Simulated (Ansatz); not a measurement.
Input and command of a plane-wave DFT calculation in Ansatz:

```yaml
crystal:
  lattice:
    - [2.5439665232, 0.0, 0.0]
    - [-1.2719832616, 2.2031396355, 0.0]
    - [0.0, 0.0, 4.2077449317]
  atoms:
    - { symbol: B, position: [0.6666666667, 0.3333333333, 0.9997995909] }
    - { symbol: B, position: [0.3333333333, 0.6666666667, 0.4997995909] }
    - { symbol: "N", position: [0.6346290379, 0.2692580757, 0.6131477745] }
    - { symbol: "N", position: [0.3012957045, 0.602591409, 0.1131477745] }
basis:
  ecutwfc: 500
kpoints:
  mp_grid: { grid: [12, 12, 6] }
hamiltonian:
  xc: r2scan
scf:
  occupations: { method: gaussian, width: 0.05 }
output:
  forces: true
  stress: true
  eigenvalues: true
```

```bash
ansatz run input.yaml --threads 1 --pin off --max-ram 2560MiB --backend cpu --events-out ev --progress --plain --runs-dir out
```

Processor: Arm Neoverse V2, 1 thread, on a host shared with other jobs.

**Question.** How long does it run, and how much memory does it take?

**Answer.** About 15 s on 1 thread of Arm Neoverse V2, on a shared host, peak memory 0.42 GiB. It solves 12 bands at 242 k points (the mesh reduced by the symmetry that the task leaves, which can be less than the crystal's) with about 591 plane waves, in 6 SCF iterations.
